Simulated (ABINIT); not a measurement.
# Pt (Fm-3m) in ABINIT: settings compared

The runs below take Pt through band structure, equation of state, with LDA, PBE+D3, PBE, BLYP.

All numbers are computed with ABINIT 10.8.3 (patched build); they aren't measurements. Logs are shortened: lines on timing, memory, paths and dates and some standing lists are left out, and cuts for length are marked. The log counts tension as positive stress, the text compression.

### Step 1. The crystal as given

It takes space group Fm-3m (No. 225, cubic). Conventional cell: a = 3.922 Å, b = 3.922 Å, c = 3.922 Å, α = 90.00°, β = 90.00°, γ = 90.00°. Around Pt (site symmetry m-3m) lie 12 Pt at 2.77 Å.

### Step 2. Band structure, LDA

File run.abi:

```
# Datasets: ground state, then fixed potential
ndtset 2

# Pseudopotentials
pp_dirpath "./"
pseudos "Pt.hgh"

# Structure
acell 5.2404588053 5.2404588053 5.2404588053
rprim
     0.0000000000     0.7071067812     0.7071067812
     0.7071067812     0.0000000000     0.7071067812
     0.7071067812     0.7071067812     0.0000000000
ntypat 1
znucl 78
natom 1
typat 1
xred
     0.0000000000     0.0000000000     0.0000000000

# Plane-wave basis
ecut 18.0

# Exchange and correlation
ixc 7

# Bands and occupations
occopt 3
tsmear 0.05 eV

# SCF cycle
nstep 100

# Output
iomode 3
prtwf 0
prteig 0
prtebands 0
enunit 1
prtden1 1

# Dataset 1
kptopt1 1
ngkpt1 12 12 12
nshiftk1 1
shiftk1 0.0 0.0 0.0
nband1 9
tolvrs1 1.0e-10

# Dataset 2: bands along G-X-W-K-G-L-U-W-L-K
iscf2 -2
getden2 1
nband2 15
nbdbuf2 4
tolwfr2 1.0e-11
kptopt2 -9
ndivsm2 8
prteig2 1
kptbounds2
     0.0000000000     0.0000000000     0.0000000000
     0.5000000000     0.0000000000     0.5000000000
     0.5000000000     0.2500000000     0.7500000000
     0.3750000000     0.3750000000     0.7500000000
     0.0000000000     0.0000000000     0.0000000000
     0.5000000000     0.5000000000     0.5000000000
     0.6250000000     0.2500000000     0.6250000000
     0.5000000000     0.2500000000     0.7500000000
     0.5000000000     0.5000000000     0.5000000000
     0.3750000000     0.3750000000     0.7500000000
```

Potentials or basis: HGH LDA.

Launch:

```bash
abinit run.abi > log 2>&1
```

run.abo:

```text
.Version 10.8.3 of ABINIT
 DATASET    1 : space group Fm -3 m (#225); Bravais cF (face-center cubic)
================================================================================
 Values of the parameters that define the memory need for DATASET  1.
     intxc =       0    ionmov =       0      iscf =       7    lmnmax =       6
     lnmax =       6     mgfft =      24  mpssoang =       3    mqgrid =    3001
     natom =       1  nloc_mem =       1    nspden =       1   nspinor =       1
    nsppol =       1      nsym =      48    n1xccc =       0    ntypat =       1
    occopt =       3   xclevel =       1
       mpw =         380          nfft =       13824          nkpt =          72
================================================================================
================================================================================

 DATASET    2 : space group Fm -3 m (#225); Bravais cF (face-center cubic)
================================================================================
 Values of the parameters that define the memory need for DATASET  2.
     intxc =       0    ionmov =       0      iscf =      -2    lmnmax =       6
     lnmax =       6     mgfft =      24  mpssoang =       3    mqgrid =    3001
     natom =       1  nloc_mem =       1    nspden =       1   nspinor =       1
    nsppol =       1      nsym =      48    n1xccc =       0    ntypat =       1
    occopt =       3   xclevel =       1
       mpw =         382          nfft =       13824          nkpt =         139
================================================================================
================================================================================

--------------------------------------------------------------------------------
------------- Echo of variables that govern the present computation ------------
--------------------------------------------------------------------------------
 -outvars: echo values of preprocessed input variables --------
            acell      5.2404588053E+00  5.2404588053E+00  5.2404588053E+00 Bohr
              amu      1.95080000E+02
             ecut      1.80000000E+01 Hartree
           enunit           1
           getden1          0
           getden2          1
             iscf1          7
             iscf2         -2
                       outvar_i_n : Printing only first  50 k-points.
              ixc           7
           jdtset        1    2
                       outvar_i_n : Printing only first  50 k-points.
           kptopt1          1
           kptopt2         -9
         kptrlatt       12    0    0      0   12    0      0    0   12
          kptrlen1     6.28855057E+01
          kptrlen2     3.00000000E+01
            natom           1
            nband1          9
            nband2         15
           nbdbuf1          0
           nbdbuf2          4
           ndtset           2
           ndivsm1          0
           ndivsm2          8
            ngfft          24      24      24
             nkpt1         72
             nkpt2        139
            nstep         100
             nsym          48
           ntypat           1
                       prtocc : prtvol=0, do not print more k-points.
           occopt           3
        prtebands           0
           prteig1          0
           prteig2          1
            prtwf           0
            rprim      0.0000000000E+00  7.0710678120E-01  7.0710678120E-01
                       7.0710678120E-01  0.0000000000E+00  7.0710678120E-01
                       7.0710678120E-01  7.0710678120E-01  0.0000000000E+00
           shiftk1     0.00000000E+00  0.00000000E+00  0.00000000E+00
           shiftk2     5.00000000E-01  5.00000000E-01  5.00000000E-01
          spgroup         225
           tolvrs1     1.00000000E-10
           tolvrs2     0.00000000E+00
           tolwfr1     0.00000000E+00
           tolwfr2     1.00000000E-11
           tsmear      1.83746611E-03 Hartree
            typat      1
                       outvars : Printing only first  50 k-points.
            znucl       78.00000

================================================================================

 chkinp: Checking input parameters for consistency, jdtset=   1.
[... 159 lines left out ...]
== DATASET  2 ==================================================================

--- !DatasetInfo
iteration_state: {dtset: 2, }
dimensions: {natom: 1, nkpt: 139, mband: 15, nsppol: 1, nspinor: 1, nspden: 1, mpw: 382, }
cutoff_energies: {ecut:  18.0, pawecutdg:  -1.0, }
electrons: {nelect:   1.00000000E+01, charge:   0.00000000E+00, occopt:   3.00000000E+00, tsmear:   1.83746611E-03, }
meta: {optdriver: 0, ionmov: 0, optcell: 0, iscf: -2, paral_kgb: 0, }
...

 mkfilename : getden/=0, take file _DEN from output of DATASET   1.

 Exchange-correlation functional for the present dataset will be:
  LDA: Perdew-Wang 92 LSD fit to Ceperley-Alder data - ixc=7
  J.P.Perdew and Y.Wang, PRB 45, 13244 (1992)

 Real(R)+Recip(G) space primitive vectors, cartesian coordinates (Bohr,Bohr^-1):
 R(1)=  0.0000000  3.7055640  3.7055640  G(1)= -0.1349322  0.1349322  0.1349322
 R(2)=  3.7055640  0.0000000  3.7055640  G(2)=  0.1349322 -0.1349322  0.1349322
 R(3)=  3.7055640  3.7055640  0.0000000  G(3)=  0.1349322  0.1349322 -0.1349322
 Unit cell volume ucvol=  1.0176371E+02 bohr^3
 Angles (23,13,12)=  6.00000000E+01  6.00000000E+01  6.00000000E+01 degrees

 getcut: wavevector=  0.0000  0.0000  0.0000  ngfft=  24  24  24
         ecut(hartree)=     18.000   => boxcut(ratio)=   2.39795

 getcut : COMMENT -
  Note that boxcut > 2.2 ; recall that boxcut=Gcut(box)/Gcut(sphere) = 2
  is sufficient for exact treatment of convolution.
  Such a large boxcut is a waste : you could raise ecut
  e.g. ecut=   25.875790 Hartrees makes boxcut=2

--------------------------------------------------------------------------------

================================================================================
 Non-SCF case, kpt    1 (  0.00000  0.00000  0.00000), residuals and eigenvalues=
  9.62E-13  5.09E-12  1.34E-12  3.03E-12  1.31E-12  6.18E-12  1.60E-12  2.69E-12
  7.23E-12  4.33E-12  2.60E-12  1.07E-09  4.34E-08  2.89E-07  5.35E-12
 -3.6401E-01 -1.2462E-01 -1.2462E-01 -1.2462E-01 -4.5367E-02 -4.5367E-02
  6.3387E-01  7.9949E-01  7.9949E-01  7.9949E-01  9.5038E-01  1.2073E+00
  1.2073E+00  1.2073E+00  1.2856E+00
 Non-SCF case, kpt    2 (  0.02174  0.00000  0.02174), residuals and eigenvalues=
  3.12E-13  2.56E-12  9.28E-12  1.99E-12  8.34E-12  3.94E-12  1.51E-12  2.07E-12
  7.74E-12  3.44E-12  4.79E-12  8.83E-07  3.09E-07  1.33E-07  1.43E-04
 -3.6308E-01 -1.2523E-01 -1.2412E-01 -1.2412E-01 -4.6055E-02 -4.5105E-02
  6.3535E-01  7.9502E-01  7.9922E-01  7.9922E-01  9.5750E-01  1.1964E+00
  1.1964E+00  1.2015E+00  1.2866E+00
 Non-SCF case, kpt    3 (  0.04348  0.00000  0.04348), residuals and eigenvalues=
[... 807 lines left out ...]
  2.7279E-01  4.2083E-01  6.0503E-01  7.8057E-01  1.1036E+00  1.1337E+00
  1.1681E+00  1.4351E+00  1.4476E+00
 Non-SCF case, kpt  138 (  0.38393  0.38393  0.73214), residuals and eigenvalues=
  5.11E-13  4.03E-13  4.80E-13  1.85E-12  3.80E-12  3.10E-12  5.09E-13  4.92E-12
  3.28E-12  2.64E-12  2.43E-12  4.39E-12  2.53E-11  4.85E-05  6.26E-04
 -2.1222E-01 -1.8207E-01 -9.8571E-02 -3.9565E-02  8.2984E-03  2.2329E-01
  2.7835E-01  4.0134E-01  5.8791E-01  7.9198E-01  1.0831E+00  1.1461E+00
  1.1731E+00  1.4442E+00  1.4582E+00
 Non-SCF case, kpt  139 (  0.37500  0.37500  0.75000), residuals and eigenvalues=
  2.09E-12  4.23E-12  7.44E-13  4.36E-12  3.60E-12  1.32E-13  1.51E-13  9.86E-13
  2.92E-13  2.02E-12  2.33E-12  7.10E-12  9.56E-12  3.60E-06  4.19E-05
 -2.1546E-01 -1.8727E-01 -9.0523E-02 -3.3372E-02  1.0996E-02  2.3382E-01
  2.6939E-01  3.9743E-01  5.7220E-01  8.0035E-01  1.0617E+00  1.1635E+00
  1.1779E+00  1.4498E+00  1.4679E+00

--- !ResultsGS
iteration_state: {dtset: 2, }
comment   : Summary of ground state results
lattice_vectors:
- [  0.0000000,   3.7055640,   3.7055640, ]
- [  3.7055640,   0.0000000,   3.7055640, ]
- [  3.7055640,   3.7055640,   0.0000000, ]
lattice_lengths: [   5.24046,    5.24046,    5.24046, ]
lattice_angles: [ 60.000,  60.000,  60.000, ] # degrees, (23, 13, 12)
lattice_volume:   1.0176371E+02
convergence: {deltae:  0.000E+00, res2:  0.000E+00, residm:  9.962E-12, diffor:  0.000E+00, }
etotal    :  -2.63111594E+01
entropy   :   0.00000000E+00
fermie    :   1.73297281E-02
cartesian_stress_tensor: null
pressure_GPa: null
xred      :
- [  0.0000E+00,   0.0000E+00,   0.0000E+00, Pt]
cartesian_forces: null
force_length_stats: {min: null, max: null, mean: null, }
...

 Integrated electronic density in atomic spheres:
 ------------------------------------------------
 Atom  Sphere_radius  Integrated_density
    1        2.00000          6.61304901
================================================================================

 ----iterations are completed or convergence reached----

 Mean square residual over all n,k,spin=   32.838E-13; max=  99.621E-13
 reduced coordinates (array xred) for    1 atoms
       0.000000000000      0.000000000000      0.000000000000

 cartesian coordinates (angstrom) at end:
    1      0.00000000000000     0.00000000000000     0.00000000000000
 length scales=  5.240458805300  5.240458805300  5.240458805300 bohr
              =  2.773131372559  2.773131372559  2.773131372559 angstroms
 Eigenvalues (   eV  ) for nkpt= 139  k points:
 kpt#   1, nband= 15, wtk=  1.00000, kpt=  0.0000  0.0000  0.0000 (reduced coord)
  -9.90530   -3.39098   -3.39098   -3.39098   -1.23450   -1.23450   17.24841   21.75535
  21.75535   21.75535   25.86117   32.85152   32.85152   32.85153   34.98257
 kpt#   2, nband= 15, wtk=  1.00000, kpt=  0.0217  0.0000  0.0217 (reduced coord)
  -9.87993   -3.40767   -3.37739   -3.37739   -1.25322   -1.22737   17.28884   21.63356
  21.74792   21.74792   26.05486   32.55477   32.55478   32.69482   35.00889
 kpt#   3, nband= 15, wtk=  1.00000, kpt=  0.0435  0.0000  0.0435 (reduced coord)
  -9.80417   -3.45715   -3.33719   -3.33719   -1.31747   -1.20608   17.40925   21.32819
  21.72231   21.72231   26.56794   31.93939   31.93939   32.25506   35.06872
 kpt#   4, nband= 15, wtk=  1.00000, kpt=  0.0652  0.0000  0.0652 (reduced coord)
  -9.67882   -3.53815   -3.27629   -3.27629   -1.40981   -1.17456   17.60703   20.94587
  21.66843   21.66843   27.26133   31.26662   31.26662   31.61994   35.13747
 kpt#   5, nband= 15, wtk=  1.00000, kpt=  0.0870  0.0000  0.0870 (reduced coord)
  -9.50513   -3.64693   -3.18550   -3.18550   -1.53499   -1.12721   17.87811   20.56040
  21.57005   21.57005   27.94239   30.63626   30.63626   30.96872   35.21761
 kpt#   6, nband= 15, wtk=  1.00000, kpt=  0.1087  0.0000  0.1087 (reduced coord)
  -9.28524   -3.78039   -3.06601   -3.06601   -1.68412   -1.06651   18.21696   20.21133
[... 386 lines left out ...]
  -5.61098   -4.54484   -3.15140   -1.81351    0.20341    5.51252    6.63110   13.12746
  17.44383   20.41358   30.13631   31.48793   31.56502   37.94028   38.84756
 kpt# 136, nband= 15, wtk=  1.00000, kpt=  0.4018  0.4018  0.6964 (reduced coord)
  -5.62635   -4.66740   -3.07243   -1.54250    0.18660    5.69182    7.04896   12.23585
  16.95079   20.85544   30.25245   30.97464   31.63890   38.61401   39.11089
 kpt# 137, nband= 15, wtk=  1.00000, kpt=  0.3929  0.3929  0.7143 (reduced coord)
  -5.68987   -4.80709   -2.89935   -1.29177    0.19079    5.86083    7.42303   11.45144
  16.46358   21.24026   30.02980   30.85058   31.78445   39.05226   39.39127
 kpt# 138, nband= 15, wtk=  1.00000, kpt=  0.3839  0.3839  0.7321 (reduced coord)
  -5.77486   -4.95442   -2.68225   -1.07661    0.22581    6.07606    7.57418   10.92090
  15.99781   21.55076   29.47322   31.18698   31.92257   39.29886   39.68036
 kpt# 139, nband= 15, wtk=  1.00000, kpt=  0.3750  0.3750  0.7500 (reduced coord)
  -5.86302   -5.09600   -2.46326   -0.90809    0.29921    6.36258    7.33051   10.81466
  15.57028   21.77851   28.88999   31.66149   32.05305   39.45022   39.94342

== END DATASET(S) ==============================================================
================================================================================

 -outvars: echo values of variables after computation  --------
            acell      5.2404588053E+00  5.2404588053E+00  5.2404588053E+00 Bohr
           etotal1    -2.6311159432E+01
            fcart1    -0.0000000000E+00 -0.0000000000E+00 -0.0000000000E+00
            rprim      0.0000000000E+00  7.0710678120E-01  7.0710678120E-01
                       7.0710678120E-01  0.0000000000E+00  7.0710678120E-01
                       7.0710678120E-01  7.0710678120E-01  0.0000000000E+00
           strten1     3.4924803484E-04  3.4924803484E-04  3.4924803484E-04
                       0.0000000000E+00  0.0000000000E+00  0.0000000000E+00
 Calculation completed.
```

It took 18 s on 1 thread of Arm Neoverse V1, shared host; peak memory 0.11 GiB.

Results:

* Free energy: -715.9631 eV
* Band gap on the k mesh: none (metal or under the smearing width)
* Valence electrons inside the program's atomic spheres: Pt 6.61 (radii [1.0584] Å)

Levels at the corners of the path, in eV from the Fermi level:
| point | band 3 | band 4 | band 5 | band 6 | band 7 | band 8 |
| --- | --- | --- | --- | --- | --- | --- |
| Γ | -3.86 | -3.86 | -1.71 | -1.71 | 16.78 | 21.28 |
| X | -0.05 | 0.49 | 0.49 | 1.76 | 8.92 | 11.82 |
| W | -4.64 | -2.06 | 0.50 | 7.24 | 8.47 | 8.47 |
| K | -2.93 | -1.38 | -0.17 | 5.89 | 6.86 | 10.34 |
| Γ | -3.86 | -3.86 | -1.71 | -1.71 | 16.78 | 21.28 |
| L | -3.94 | -0.55 | 0.02 | 0.02 | 5.92 | 15.95 |
| U | -2.93 | -1.38 | -0.17 | 5.89 | 6.86 | 10.34 |
| W | -4.64 | -2.06 | 0.50 | 7.24 | 8.47 | 8.47 |
| L | -3.94 | -0.55 | 0.02 | 0.02 | 5.92 | 15.95 |
| K | -2.93 | -1.38 | -0.17 | 5.89 | 6.86 | 10.34 |

Caveat: the cutoff is too short for stress, so the log's stress isn't used; spin-orbit coupling is left out, which moves the levels of the heavy elements; HGH potentials are hard and often keep d shells in the core, so these values are rough.

### Step 3. Equation of state, PBE+D3

File run.abi:

```
ndtset 7
getwfk -1
scalecart1 3*0.9795861087
scalecart2 3*0.9864848297
scalecart3 3*0.9932883884
scalecart4 3*1.0000000000
scalecart5 3*1.0066227096
scalecart6 3*1.0131594038
scalecart7 3*1.0196128224

pp_dirpath "./"
pseudos "Pt.GGA_PBE-JTH.xml"

acell 3*1.0 Angstrom
rprim
     0.0000000000     1.9609000000     1.9609000000
     1.9609000000     0.0000000000     1.9609000000
     1.9609000000     1.9609000000     0.0000000000
ntypat 1
znucl 78
natom 1
typat 1
xred
     0.0000000000     0.0000000000     0.0000000000

ecut 16.0
pawecutdg 32.0

kptopt 1
ngkpt 12 12 12
nshiftk 1
shiftk 0.0 0.0 0.0

ixc 11
vdw_xc 6

nband 9
occopt 3
tsmear 0.05 eV

nstep 100
tolvrs 1.0e-9

iomode 3
prtwf 1
prtden 0
prteig 0
prtebands 0
```

Potentials or basis: JTH PAW PBE v2.0.

Launch:

```bash
abinit run.abi > log 2>&1
```

run.abo:

```text
.Version 10.8.3 of ABINIT
 DATASET    1 : space group Fm -3 m (#225); Bravais cF (face-center cubic)
================================================================================
 Values of the parameters that define the memory need for DATASET  1.
     intxc =       0    ionmov =       0      iscf =      17    lmnmax =      18
     lnmax =       6     mgfft =      20  mpssoang =       3    mqgrid =    3001
     natom =       1  nloc_mem =       2    nspden =       1   nspinor =       1
    nsppol =       1      nsym =      48    n1xccc =       1    ntypat =       1
    occopt =       3   xclevel =       2
       mpw =         303          nfft =        8000          nkpt =          72
 PAW method is used; the additional fine FFT grid is defined by:
   mgfftf=        30    nfftf =     27000
================================================================================
================================================================================
[... 71 lines left out ...]
 DATASET    7 : space group Fm -3 m (#225); Bravais cF (face-center cubic)
[... 1454 lines left out ...]
            fcart6    -0.0000000000E+00 -0.0000000000E+00 -0.0000000000E+00
            fcart7    -0.0000000000E+00 -0.0000000000E+00 -0.0000000000E+00
            rprim1     0.0000000000E+00  1.9208704005E+00  1.9208704005E+00
                       1.9208704005E+00  0.0000000000E+00  1.9208704005E+00
                       1.9208704005E+00  1.9208704005E+00  0.0000000000E+00
[... 17 lines left out ...]
                       1.9993587834E+00  1.9993587834E+00  0.0000000000E+00
           strten1    -7.3563829838E-04 -7.3563829838E-04 -7.3563829838E-04
                       0.0000000000E+00  0.0000000000E+00  0.0000000000E+00
           strten2    -4.6699988701E-04 -4.6699988701E-04 -4.6699988701E-04
                       0.0000000000E+00  0.0000000000E+00  0.0000000000E+00
           strten3    -2.3168503344E-04 -2.3168503344E-04 -2.3168503344E-04
                       0.0000000000E+00  0.0000000000E+00  0.0000000000E+00
           strten4    -2.5167794928E-05 -2.5167794928E-05 -2.5167794928E-05
                       0.0000000000E+00  0.0000000000E+00  0.0000000000E+00
           strten5     1.5652140387E-04  1.5652140387E-04  1.5652140387E-04
                       0.0000000000E+00  0.0000000000E+00  0.0000000000E+00
           strten6     3.1600428761E-04  3.1600428761E-04  3.1600428761E-04
                       0.0000000000E+00  0.0000000000E+00  0.0000000000E+00
           strten7     4.5400735103E-04  4.5400735103E-04  4.5400735103E-04
                       0.0000000000E+00  0.0000000000E+00  0.0000000000E+00
 Calculation completed.
```

Wall time 64 s (1 thread of Arm Neoverse V1, shared host); peak memory 0.13 GiB.

Results:

```
Equilibrium volume                      : 15.13 Å³/atom
Bulk modulus                            : 281 GPa
Pressure derivative of the bulk modulus : 5.5
```

Energy against volume, from the lowest point:
| volume (Å³/atom) | energy (meV/atom) |
| --- | --- |
| 14.175 | 60.24 |
| 14.477 | 26.77 |
| 14.778 | 7.25 |
| 15.080 | 0.00 |
| 15.381 | 3.50 |
| 15.683 | 16.46 |
| 15.985 | 37.68 |

Caveat: pressures at fixed basis lie under the slope of the energies.

(Continued in part 2 of 2.)
